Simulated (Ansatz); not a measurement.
Set up this calculation in Ansatz 0.2.0, as the native input.

```
Task                : single point
Functional          : PBE
Potentials or basis : Ansatz PAW
Cutoff              : 420 eV (not typed: the program's choice for these potentials)
k mesh              : 9 × 9 × 5
Occupations         : fermi-dirac, width 0.05 eV
Spin                : non-collinear spin, random start
Starting moments    : [[0.92, -0.926, 0.254], [0.179, 0.491, 1.353]] μB
```

Crystal: Mn.

```xyz
2
Lattice="2.4836 0.0000 0.0000 -1.2418 2.1509 0.0000 0.0000 0.0000 4.0262" Properties=species:S:1:pos:R:3 pbc="T T T"
Mn    0.0000    1.4339    1.0065
Mn    1.2418    0.7170    3.0196
```

This isn't the form of Mn at room conditions, which is a 58-atom cubic cell.

One way to write it, as run:

input.yaml

```yaml
crystal:
  lattice:
    - [2.4836457705, 0.0, 0.0]
    - [-1.2418228853, 2.1509003313, 0.0]
    - [0.0, 0.0, 4.026195]
  atoms:
    - { symbol: Mn, position: [0.3333333333, 0.6666666667, 0.25], spin: 1.33, spin_axis: [0.92, -0.926, 0.254] }
    - { symbol: Mn, position: [0.6666666667, 0.3333333333, 0.75], spin: 1.45, spin_axis: [0.179, 0.491, 1.353] }
hamiltonian:
  xc: pbe
  pseudopotentials: { kind: paw }
magnetization:
  noncollinear: true
  spin_orbit: false
kpoints:
  mp_grid: { grid: [9, 9, 5] }
scf:
  occupations: { method: fermi_dirac, width: 0.05 }
output:
  forces: true
  stress: true
  eigenvalues: true
  write_density: true
  write_potential: true
  elf: true
  volumetric_format: npy
```

Potentials or basis: Ansatz PAW.

The run is started by

```bash
$ ansatz run input.yaml --threads 2 --pin off --max-ram 5632MiB --backend cpu --events-out ev --progress --plain --runs-dir out
```

Results of the run:

```
Pressure               : -0.7 GPa
Band gap on the k mesh : none (metal or under the smearing width)
Net moment             : 0.00 μB per cell
Absolute moment        : 0.52 μB per cell
```

Caveat: the starting moments weren't kept.

Wall time 17 s on 2 threads of Arm Neoverse V2, with other jobs on the host, peak memory 0.33 GiB.
